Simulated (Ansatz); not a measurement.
The system is Co.

```xyz
2
Lattice="2.4720 0.0000 0.0000 -1.2360 2.1408 0.0000 0.0000 0.0000 4.0211" Properties=species:S:1:pos:R:3 pbc="T T T"
Co    1.2360    0.7136    3.0159
Co    0.0000    1.4272    1.0053
```

* Program: Ansatz 0.2.0
* Task: relaxation of cell and atoms
* Functional: RPBE
* Dispersion: D3(BJ)
* Potentials or basis: all-electron LAPW, scalar-relativistic
* Basis error allowed: 0.001 eV/atom
* k mesh: 12 × 12 × 7
* Occupations: fermi-dirac, width 0.05 eV
* Spin: collinear spin, ferromagnetic start
* Starting moments: [2.0, 2.0] μB

At the start: volume 10.64 Å³/atom.

Task: How do energy, volume and symmetry change on relaxing?

Result: Over 6 steps the energy falls by 64.7 meV/atom and the volume is 9.72 Å³/atom (-8.7 %); space group P6_3/mmc (No. 194, to 0.05 Å); moment 3.02 μB per cell.

The path:
```
step  energy change (eV)  largest force (eV/Å)  volume (Å³)
   1              0.0000                0.0000        21.28
   2             -0.0984                0.0000        20.29
   3             -0.1283                0.0000        19.28
   4             -0.1293                0.0000        19.45
   5             -0.1294                0.0000        19.43
   6             -0.1294                0.0000        19.43
```

Final structure:
```
Co
1.0
     2.40348    0.00000    0.00000
    -1.20174    2.08148    0.00000
     0.00000    0.00000    3.88418
Co
2
Direct
  0.66667 0.33333 0.75000
  0.33333 0.66667 0.25000
```
